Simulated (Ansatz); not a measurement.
Planning a run of Ansatz 0.2.0 on GaN (F-43m). The input:

```yaml
crystal:
  lattice:
    - [0.0, 2.2535006075, 2.2535006075]
    - [2.2535006075, 0.0, 2.2535006075]
    - [2.2535006075, 2.2535006075, 0.0]
  atoms:
    - { symbol: Ga, position: [0.0, 0.0, 0.0] }
    - { symbol: "N", position: [0.75, 0.75, 0.75] }
kpoints:
  mp_grid: { grid: [4, 4, 4] }
  band_path:
    path:
      - [0.0, 0.0, 0.0]
      - [-0.5, -0.5, 0.0]
      - [-0.375, -0.375, 0.25]
      - [-0.375, 0.0, 0.375]
      - [0.0, 0.0, 0.5]
      - [-0.5, -0.25, 0.25]
    npoints: 1
hamiltonian:
  xc: hse06
  pseudopotentials: { kind: paw_fr, azcp: { folder: soft_1 } }
scf:
  occupations: { method: fixed }
  n_extra_bands: 8
magnetization:
  noncollinear: true
  spin_orbit: true
output:
  eigenvalues: true
  write_density: true
  write_potential: true
  elf: true
  volumetric_format: npy
```

```sh
ansatz run input.yaml --threads 3 --pin off --max-ram 92160MiB --backend cuda --events-out ev --progress --plain --runs-dir out --devices 1 --max-vram 13GiB
```

Question: How long will it take on 1 × NVIDIA H100 80GB HBM3 (shared by 6 runs) with 3 threads of AMD EPYC 7R13 (Zen 3), shared host, and how much memory?

It took 22 s; on shared hardware allow 11 s to 44 s. Peak host memory was 1.2 GiB. The sizes that set the cost: 459 plane waves a state, 8 irreducible k points and 13 SCF cycles.

Exact exchange couples every pair of k points and filled bands, so it costs far more than a semilocal run.

[Paths, hosts, dates, memory and timing lines, banners, echoed tables and standing remarks are left out of the program output.]

[Logs are printed without paths, hosts, clocks, repeated set-up lines and the standing remarks that a program may print on its own settings, such as how far it seeks lower states.]

[Runs of the session that timed out or met a known fault of the program may be left out.]

[Cells called generated may have been cut or substituted from an entry of the Crystallography Open Database or the Materials Project.]

[Hosts, paths, dates, database ids (printed as entryN), source tags and the programs' standing remarks are cut or masked in the printed files.]
